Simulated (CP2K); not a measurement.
Runs of CP2K 2026.2 on HfO2. It takes space group P2_1/c (No. 14, monoclinic). Conventional cell: a = 5.118 Å, b = 5.186 Å, c = 5.284 Å, α = 90.00°, β = 99.35°, γ = 90.00°. Hf (site symmetry 1) has 7 O at 2.03 to 2.25 Å as nearest neighbours. O (site symmetry 1) has 3 Hf at 2.03 to 2.12 Å as nearest neighbours. Around O (site symmetry 1) lie 4 Hf at 2.14 to 2.25 Å. 

```csv
level,potentials or basis,smearing,EPS_DEFAULT,NGRIDS,points a segment of the path (NPOINTS),CUTOFF of the grids,gap on the mesh (eV),pressure (GPa),largest force (eV/Å)
TB-mBJ,"POTENTIAL_UZH Hf GTH-PBE-q12, O GTH-PBE-q6; TZVP-MOLOPT-PBE-GTH basis",fermi-dirac 0.0259 eV,1.0E-9,5,8,850 Ry,(b),-,-
PBE,"POTENTIAL_UZH Hf GTH-PBE-q12, O GTH-PBE-q6; TZVP-MOLOPT-PBE-GTH basis",fermi-dirac 0.05 eV,1.0E-10,4,10,600 Ry,4.20,0.0,0.38
r2SCAN,"POTENTIAL_UZH Hf GTH-SCAN-q12, O GTH-SCAN-q6; TZVP-MOLOPT-SCAN-GTH basis",fermi-dirac 0.01 eV,1.0E-9,4,6,850 Ry,4.55,-7.8,(c)
PBEsol,"POTENTIAL_UZH Hf GTH-PBE-q12, O GTH-PBE-q6; TZVP-MOLOPT-PBE-GTH basis",fermi-dirac 0.01 eV,1.0E-10,5,6,600 Ry,4.10,(a),0.37
```

Alike in all rows: task band structure; no spin polarisation; cell as given; k mesh 5 × 5 × 5.

Task: Estimate the missing entries.

Result: (a) -5.7; (b) 4.45; (c) 0.39.

Caveats: spin-orbit coupling is left out, which moves the levels of the heavy elements; the basis of atomic orbitals isn't converged, which shifts pressures, moduli and gaps; the potentials were made for another functional, which shifts forces and pressure (some runs); this is a model potential without an energy functional, so only levels have meaning (some runs).

A k mesh can miss the band edges, and the runs leave out spin-orbit coupling on Hf.

Not every run made on this cell is shown here.
